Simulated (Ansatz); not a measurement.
The system is Te2Mo.

```
Te Mo
1.0
     6.34645    0.00000    0.00000
     0.00000    3.49422    0.00000
    -0.54903    0.00000   14.85616
Te Mo
8 4
Direct
  0.06309 0.50000 0.40139
  0.93626 0.00000 0.59892
  0.56720 0.00000 0.36206
  0.43254 0.50000 0.63827
  0.09105 0.00000 0.13792
  0.90945 0.50000 0.86175
  0.58109 0.50000 0.09855
  0.41935 0.00000 0.90115
  0.31969 0.00000 0.50683
  0.67978 0.50000 0.49352
  0.18149 0.50000 0.00653
  0.81900 0.00000 0.99309
```

The cell is a database's computed one.

| Item | Value |
| --- | --- |
| Program | Ansatz 0.2.0 |
| Task | relaxation of cell and atoms |
| Functional | PBE |
| Potentials or basis | Ansatz PAW |
| Cutoff | 420 eV (not typed: the program's choice for these potentials) |
| k mesh | 3 × 6 × 2 |
| Occupations | fermi-dirac, width 0.05 eV |
| Spin | no spin polarisation |

At the start: volume 27.45 Å³/atom.

How do energy, volume and symmetry change on relaxing?

It ends after 9 steps and the volume is 29.01 Å³/atom (+5.7 %); space group P2_1/m (No. 11, to 0.05 Å).

Step by step:
```tsv
step	energy change (eV)	largest force (eV/Å)	volume (Å³)
1	0.0000	0.2202	329.45
2	-0.0171	0.0157	331.71
3	-0.0228	0.0207	335.41
4	-0.0273	0.0135	342.33
5	-0.0278	0.0043	344.87
6	-0.0277	0.0048	347.15
7	-0.0276	0.0026	347.63
8	-0.0276	0.0050	348.13
9	-0.0307	0.0050	348.13
```

Final structure:
```yaml
crystal:
  lattice:
    - [6.37071, 0.00000, 0.04904]
    - [0.00000, 3.46829, 0.00000]
    - [-0.43634, 0.00000, 15.75228]
  atoms:
    - { symbol: Te, position: [0.06486, 0.50000, 0.40607] }
    - { symbol: Te, position: [0.93500, 0.00000, 0.59397] }
    - { symbol: Te, position: [0.57417, 0.00000, 0.36877] }
    - { symbol: Te, position: [0.42568, 0.50000, 0.63127] }
    - { symbol: Te, position: [0.08713, 0.00000, 0.13124] }
    - { symbol: Te, position: [0.91301, 0.50000, 0.86872] }
    - { symbol: Te, position: [0.57433, 0.50000, 0.09392] }
    - { symbol: Te, position: [0.42581, 0.00000, 0.90604] }
    - { symbol: Mo, position: [0.31958, 0.00000, 0.50574] }
    - { symbol: Mo, position: [0.68028, 0.50000, 0.49431] }
    - { symbol: Mo, position: [0.18101, 0.50000, 0.00570] }
    - { symbol: Mo, position: [0.81913, 0.00000, 0.99426] }
```

Caveat: the plane-wave basis is chosen anew once the cell has moved, so the energies of steps on either side of that aren't comparable; this functional lacks dispersion, which binds the layers, so the pressure and a relaxed spacing across them are unreliable.
